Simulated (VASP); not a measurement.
# Ir (Fm-3m) in VASP: notebook

One crystal, Ir, is run at these levels: r2SCAN; tasks: equation of state.

All numbers are computed with VASP 6.6.1; they aren't measurements. Logs are shortened: lines on timing, memory, paths and dates and some standing lists are left out, and cuts for length are marked.

### Step 1. The structure

Symmetry: Fm-3m, No. 225, cubic system. The conventional cell has a = 3.853 Å, b = 3.853 Å, c = 3.853 Å, α = 90.00°, β = 90.00°, γ = 90.00°. Ir (site symmetry m-3m) is surrounded by 12 Ir at 2.72 Å.

### Step 2. Equation of state, r2SCAN, 13.73 Å³/atom (a relaxed cell with its volume scaled by 0.96)

File INCAR:

```
SYSTEM = Ir
ALGO = Normal
EDIFF = 1E-7
ENCUT = 520
ISIF = 2
ISMEAR = -1
LASPH = .True.
LCHARG = .False.
LMIXTAU = .True.
LREAL = .False.
LWAVE = .False.
METAGGA = R2SCAN
NELM = 60
PREC = Accurate
SIGMA = 0.05
```

File KPOINTS:

```
k-points
0
Gamma
  10 10 10
  0 0 0
```

File POSCAR:

```
Ir                                      
1.0
    0.0000000000      1.9003972056      1.9003972056
    1.9003972056      0.0000000000      1.9003972056
    1.9003972056      1.9003972056      0.0000000000
  Ir            
     1
Direct
     0.0000000000000000    0.0000000000000000    0.0000000000000000
```

Potentials or basis: VASP PAW PBE potentials, release 64 (Ir).

Launch:

```console
$ cat potpaw_PBE.64/Ir/POTCAR > POTCAR
$ mpirun -np 1 vasp_std > vasp.out
```

OUTCAR:

```text
SYSTEM = Ir
   EDIFF = 1E-7
   ENCUT = 520
   ISIF = 2
   ISMEAR = -1
   LASPH = .True.
   LREAL = .False.
   METAGGA = R2SCAN
   NELM = 60
   PREC = Accurate

 ion  position               nearest neighbor table
   1  0.000  0.000  0.000-

  LATTYP: Found a face centered cubic cell.
 ALAT       =     3.8007944112

  Lattice vectors:

 A1 = (   0.0000000000,   1.9003972056,   1.9003972056)
 A2 = (   1.9003972056,   0.0000000000,   1.9003972056)
 A3 = (   1.9003972056,   1.9003972056,   0.0000000000)

Analysis of symmetry for initial positions (statically):
=====================================================================
 Subroutine PRICEL returns:
 Original cell was already a primitive cell.

 Routine SETGRP: Setting up the symmetry group for a
 face centered cubic supercell.

 Subroutine GETGRP returns: Found 48 space group operations
 (whereof 48 operations were pure point group operations)
 out of a pool of 48 trial point group operations.

The static configuration has the point symmetry O_h .

Analysis of symmetry for dynamics (positions and initial velocities):
=====================================================================
 Subroutine PRICEL returns:
 Original cell was already a primitive cell.

 Routine SETGRP: Setting up the symmetry group for a
 face centered cubic supercell.

 Subroutine GETGRP returns: Found 48 space group operations
 (whereof 48 operations were pure point group operations)
 out of a pool of 48 trial point group operations.

The dynamic configuration has the point symmetry O_h .

 Subroutine INISYM returns: Found 48 space group operations
 (whereof 48 operations are pure point group operations),
 and found     1 'primitive' translations

----------------------------------------------------------------------------------------

                                     Primitive cell

  volume of cell :      13.7266

  direct lattice vectors                    reciprocal lattice vectors
     0.000000000  1.900397206  1.900397206    -0.263102892  0.263102892  0.263102892
     1.900397206  0.000000000  1.900397206     0.263102892 -0.263102892  0.263102892
     1.900397206  1.900397206  0.000000000     0.263102892  0.263102892 -0.263102892

  length of vectors
     2.687567502  2.687567502  2.687567502     0.455707576  0.455707576  0.455707576

  position of ions in fractional coordinates (direct lattice)
     0.000000000  0.000000000  0.000000000

  ion indices of the primitive-cell ions
   primitive index   ion index
                 1           1

----------------------------------------------------------------------------------------

 KPOINTS: k-points

Automatic generation of k-mesh.
 Grid dimensions read from file:
 generate k-points for:   10   10   10

 Generating k-lattice:

  Cartesian coordinates                     Fractional coordinates (reciprocal lattice)
    -0.026310289  0.026310289  0.026310289     0.100000000  0.000000000  0.000000000
     0.026310289 -0.026310289  0.026310289     0.000000000  0.100000000  0.000000000
     0.026310289  0.026310289 -0.026310289     0.000000000  0.000000000  0.100000000

  Length of vectors
     0.045570758  0.045570758  0.045570758

  Shift w.r.t. Gamma in fractional coordinates (k-lattice)
     0.000000000  0.000000000  0.000000000

 Subroutine IBZKPT returns following result:
 ===========================================

 Found     47 irreducible k-points:

 Following reciprocal coordinates:
            Coordinates               Weight
  0.000000  0.000000  0.000000      1.000000
  0.100000  0.000000  0.000000      8.000000
  0.200000  0.000000  0.000000      8.000000
  0.300000  0.000000  0.000000      8.000000
  0.400000  0.000000  0.000000      8.000000
  0.500000  0.000000  0.000000      4.000000
[... 16 lines left out ...]
  0.300000  0.300000  0.000000      6.000000
  0.400000  0.300000  0.000000     24.000000
 [... further k-points ...]
   k-points           NKPTS =     47   k-points in BZ     NKDIM =     47   number of bands    NBANDS=      8
   number of dos      NEDOS =    301   number of ions     NIONS =      1
   total plane-waves  NPLWV =   8000
   dimension x,y,z NGX =    20 NGY =   20 NGZ =   20
   dimension x,y,z NGXF=    40 NGYF=   40 NGZF=   40
   ions per type =               1
   NGX,Y,Z   is equivalent  to a cutoff of  12.37, 12.37, 12.37 a.u.
   NGXF,Y,Z  is equivalent  to a cutoff of  24.74, 24.74, 24.74 a.u.
 SYSTEM =  Ir
   PREC   = accura    normal or accurate (medium, high low for compatibility)
   ISTART =      0    job   : 0-new  1-cont  2-samecut
   ICHARG =      2    charge: 1-file 2-atom 10-const
   ISPIN  =      1    spin polarized calculation?
   LNONCOLLINEAR =      F non collinear calculations
   LSORBIT =      F    spin-orbit coupling
   LASPH  =      T    aspherical Exc in radial PAW
   ENCUT  =  520.0 eV  38.22 Ry    6.18 a.u.   5.00  5.00  5.00*2*pi/ulx,y,z
   NELM   =     60;   NELMIN=  2; NELMDL= -5     # of ELM steps
   EDIFF  = 0.1E-06   stopping-criterion for ELM
   LREAL  =      F    real-space projection
[... 7 lines left out ...]
   TEBEG  =    0.0;   TEEND  =   0.0 temperature during run
   PSTRESS=    0.0 pullay stress
   NELECT =       9.0000    total number of electrons
   NUPDOWN=      -1.0000    fix difference up-down
   EMIN   =  10.00;   EMAX   =-10.00  energy-range for DOS
   EFERMI =   0.00;   METHOD = LEGACY
   ISMEAR =    -1;   SIGMA  =   0.05  broadening in eV -4-tet -1-fermi 0-gaus
   EFERMI_NEDOS =   21; number of points for ismear=-14 and -15
   IALGO  =     38    algorithm
   IMIX   =      4    mixing-type and parameters
     AMIX     =   0.40;   BMIX     =  1.00
     AMIX_MAG =   1.60;   BMIX_MAG =  1.00
  volume/ion in A,a.u.               =      13.73        92.63
  Fermi-wavevector in a.u.,A,eV,Ry     =   1.422224  2.687613 27.520785  2.022721
  Thomas-Fermi vector in A             =   2.542950
   LORBIT       =      0    0 simple, 1 ext, 2 COOP (PROOUT), +10 PAW based schemes
   METAGGA = R2SCAN    functional components
   LHFCALC =     F    Hartree Fock is set to
   AEXX    =    0.0000 exact exchange contribution
   IVDW    =     0    specifies the selected vdW correction
   LEPSILON=     F    determine dielectric tensor
   LRPA    =     F    only Hartree local field effects (RPA)
 non-spin polarized calculation
  energy-cutoff  :      520.00
  volume of cell :       13.73
 maximum number of plane-waves:       377
   NGX =  9   NGY =  9   NGZ =  9

 number of electron       9.0000001 magnetization

 Free energy of the ion-electron system (eV)
  ---------------------------------------------------
  ext. energy  EPLUGINS =         0.00000000
  ---------------------------------------------------
  free energy    TOTEN  =       -52.34966779 eV

  energy without entropy =      -52.34246889  energy(sigma->0) =      -52.34606834

 E-fermi :  10.7987     XC(G=0): -15.5354

 val. band max:       10.7553684008   @ k =   0.3000   0.3000   0.0000
 cond. band min:      10.8162067209   @ k =  -0.3000   0.3000   0.1000
 fundamental gap:      0.0608383201
 Fermi energy:        10.7986979530

 k-point     1 :       0.0000    0.0000    0.0000
  band No.  band energies     occupation
      1      -1.1551      2.00000
      2       6.5232      2.00000
      3       6.5232      2.00000
      4       6.5232      2.00000
      5       9.3665      2.00000
      6       9.3665      2.00000
      7      25.7348      0.00000
      8      31.8007      0.00000

 k-point     2 :       0.1000    0.0000    0.0000
  band No.  band energies     occupation
      1      -0.6835      2.00000
      2       6.2790      2.00000
      3       6.7197      2.00000
      4       6.7197      2.00000
      5       9.2490      2.00000
      6       9.2490      2.00000
      7      26.5339      0.00000
      8      29.8604      0.00000

 k-point     3 :       0.2000    0.0000    0.0000
  band No.  band energies     occupation
      1       0.5327      2.00000
      2       5.9077      2.00000
      3       7.0076      2.00000
      4       7.0076      2.00000
      5       9.2784      2.00000
      6       9.2784      2.00000
      7      26.8715      0.00000
      8      28.2525      0.00000

 k-point     4 :       0.3000    0.0000    0.0000
  band No.  band energies     occupation
      1       1.6815      2.00000
      2       6.4317      2.00000
      3       6.8365      2.00000
      4       6.8365      2.00000
      5      10.0854      2.00000
      6      10.0854      2.00000
      7      23.9580      0.00000
      8      27.8033      0.00000

 k-point     5 :       0.4000    0.0000    0.0000
  band No.  band energies     occupation
      1       1.9744      2.00000
      2       6.4989      2.00000
      3       6.4989      2.00000
      4       8.4492      2.00000
      5      11.1878      0.00083
      6      11.1878      0.00083
      7      20.6514      0.00000
      8      26.0141      0.00000
[... 177 lines left out ...]
 k-point    22 :      -0.2000    0.2000    0.0000
  band No.  band energies     occupation
      1       2.7723      2.00000
      2       5.1960      2.00000
      3       6.4472      2.00000
      4       7.9746      2.00000
      5       8.3796      2.00000
      6      12.0804      0.00000
      7      25.2433      0.00000
      8      28.5207      0.00000

 k-point    23 :       0.3000    0.3000    0.0000
  band No.  band energies     occupation
      1       2.5482      2.00000
      2       3.8094      2.00000
      3       7.7173      2.00000
      4       9.5840      2.00000
      5       9.5840      2.00000
      6      10.7554      1.40807
      7      28.2522      0.00000
      8      28.2522      0.00000

 k-point    24 :       0.4000    0.3000    0.0000
  band No.  band energies     occupation
      1       2.8181      2.00000
      2       3.5695      2.00000
      3       7.8549      2.00000
      4       9.7862      2.00000
      5      11.5461      0.00000
      6      11.6403      0.00000
      7      24.5190      0.00000
      8      26.8421      0.00000

 [... further k-points ...]
[... 5 lines left out ...]
  --------------------------------------------------------------------------------------
  -------------------------------------------------------------------------------------
  Total        1.4653673      1.4653673      1.4653673      0.0000000     -0.0000000      0.0000000
  in kB      171.0385176    171.0385176    171.0385176      0.0000000     -0.0000000      0.0000000
  external PRESSURE =     171.0385176 kB  Pullay stress =       0.0000000 kB

 VOLUME and BASIS-vectors are now :
 -----------------------------------------------------------------------------
  energy-cutoff  :      520.00
  volume of cell :       13.73
      direct lattice vectors                 reciprocal lattice vectors
     0.000000000  1.900397206  1.900397206    -0.263102892  0.263102892  0.263102892
     1.900397206  0.000000000  1.900397206     0.263102892 -0.263102892  0.263102892
     1.900397206  1.900397206  0.000000000     0.263102892  0.263102892 -0.263102892

 POSITION                                       TOTAL-FORCE (eV/Angst)
 -----------------------------------------------------------------------------------
      0.00000      0.00000      0.00000         0.000000      0.000000      0.000000
 -----------------------------------------------------------------------------------
    total drift:                               -0.000000      0.000000      0.000000

  FREE ENERGIE OF THE ION-ELECTRON SYSTEM (eV)
  ---------------------------------------------------
  free  energy   TOTEN  =       -52.3496677854 eV

  energy  without entropy=      -52.3424688909  energy(sigma->0) =      -52.34606834
```

It took 25 s on 1 thread of Intel Xeon Platinum 8259CL at 2.50GHz (Skylake/Cascade Lake), shared host; peak memory 0.13 GiB.

What came out:

| Quantity | Value |
| --- | --- |
| Free energy | -52.3497 eV |
| Pressure | 17.1 GPa |
| Band gap on the k mesh | none (metal or under the smearing width) |

Caveat: the PAW data sets were made with another functional, which shifts forces and pressure a little.

### Step 3. Equation of state, r2SCAN, 14.01 Å³/atom (a relaxed cell with its volume scaled by 0.98)

INCAR is that of step 2.

KPOINTS is that of step 2.

File POSCAR:

```
Ir                                      
1.0
    0.0000000000      1.9135038074      1.9135038074
    1.9135038074      0.0000000000      1.9135038074
    1.9135038074      1.9135038074      0.0000000000
  Ir            
     1
Direct
     0.0000000000000000    0.0000000000000000    0.0000000000000000
```

Potentials or basis: VASP PAW PBE potentials, release 64 (Ir).

Launch:

```console
$ cat potpaw_PBE.64/Ir/POTCAR > POTCAR
$ mpirun -np 1 vasp_std > vasp.out
```

Run time: 25 s. Hardware: 1 thread of Intel Xeon Platinum 8259CL at 2.50GHz (Skylake/Cascade Lake), shared host; peak memory 0.13 GiB.

Results (log left out):

- Free energy: -52.3720 eV
- Pressure: 8.0 GPa
- Band gap on the k mesh: none (metal or under the smearing width)

Caveat: the PAW data sets were made with another functional, which shifts forces and pressure a little.

### Step 4. Equation of state, r2SCAN, 14.30 Å³/atom

INCAR is that of step 3.

KPOINTS is that of step 3.

File POSCAR:

```
Ir                                      
1.0
    0.0000000000      1.9264332794      1.9264332794
    1.9264332794      0.0000000000      1.9264332794
    1.9264332794      1.9264332794      0.0000000000
  Ir            
     1
Direct
     0.0000000000000000    0.0000000000000000    0.0000000000000000
```

Launch:

```console
$ cat potpaw_PBE.64/Ir/POTCAR > POTCAR
$ mpirun -np 1 vasp_std > vasp.out
```

Wall time 25 s (1 thread of Intel Xeon Platinum 8259CL at 2.50GHz (Skylake/Cascade Lake), shared host); peak memory 0.13 GiB.

Results (log left out):

```yaml
Free_energy: -52.3790 eV
Pressure: -0.1 GPa
Band_gap_on_the_k_mesh: none (metal or under the smearing width)
```

Caveat: the PAW data sets were made with another functional, which shifts forces and pressure a little.

### Step 5. Equation of state, r2SCAN, 14.58 Å³/atom (a relaxed cell with its volume scaled by 1.02)

INCAR is that of step 4.

KPOINTS is that of step 4.

File POSCAR:

```
Ir                                      
1.0
    0.0000000000      1.9391914875      1.9391914875
    1.9391914875      0.0000000000      1.9391914875
    1.9391914875      1.9391914875      0.0000000000
  Ir            
     1
Direct
     0.0000000000000000    0.0000000000000000    0.0000000000000000
```

Launch:

```console
$ cat potpaw_PBE.64/Ir/POTCAR > POTCAR
$ mpirun -np 1 vasp_std > vasp.out
```

Wall time 25 s (1 thread of Intel Xeon Platinum 8259CL at 2.50GHz (Skylake/Cascade Lake), shared host); peak memory 0.13 GiB.

The run converged. Its results:

| Property | Result |
| --- | --- |
| Free energy | -52.3725 eV |
| Pressure | -7.2 GPa |
| Band gap on the k mesh | none (metal or under the smearing width) |

Caveat: the PAW data sets were made with another functional, which shifts forces and pressure a little.

### Step 6. Equation of state, r2SCAN, 14.87 Å³/atom (a relaxed cell with its volume scaled by 1.04)

INCAR is that of step 5.

KPOINTS is that of step 5.

File POSCAR:

```
Ir                                      
1.0
    0.0000000000      1.9517839928      1.9517839928
    1.9517839928      0.0000000000      1.9517839928
    1.9517839928      1.9517839928      0.0000000000
  Ir            
     1
Direct
     0.0000000000000000    0.0000000000000000    0.0000000000000000
```

Potentials or basis: VASP PAW PBE potentials, release 64 (Ir).

Launch:

```console
$ cat potpaw_PBE.64/Ir/POTCAR > POTCAR
$ mpirun -np 1 vasp_std > vasp.out
```

Run time: 29 s. Hardware: 1 thread of Intel Xeon Platinum 8259CL at 2.50GHz (Skylake/Cascade Lake), shared host; peak memory 0.15 GiB.

It converged, with:

- Free energy: -52.3540 eV
- Pressure: -13.5 GPa
- Band gap on the k mesh: none (metal or under the smearing width)

Caveat: the PAW data sets were made with another functional, which shifts forces and pressure a little.

### Step 7. Equation of state, r2SCAN

Potentials or basis: VASP PAW PBE potentials, release 64 (Ir).

No new run: the results of the series are fitted here.

Results:

```
Equilibrium volume                      : 14.30 Å³/atom
Bulk modulus                            : 379 GPa
Pressure derivative of the bulk modulus : 5.2 (rough: it moves with the points fitted)
```

Energy against volume, from the lowest point:
```
volume (Å³/atom)  energy (meV/atom)
          13.727              29.35
          14.013               7.02
          14.299               0.00
          14.585               6.53
          14.870              25.00
```

Caveat: the PAW data sets were made with another functional, which shifts forces and pressure a little. The run has no spin-orbit coupling, so splittings on Ir are missing.
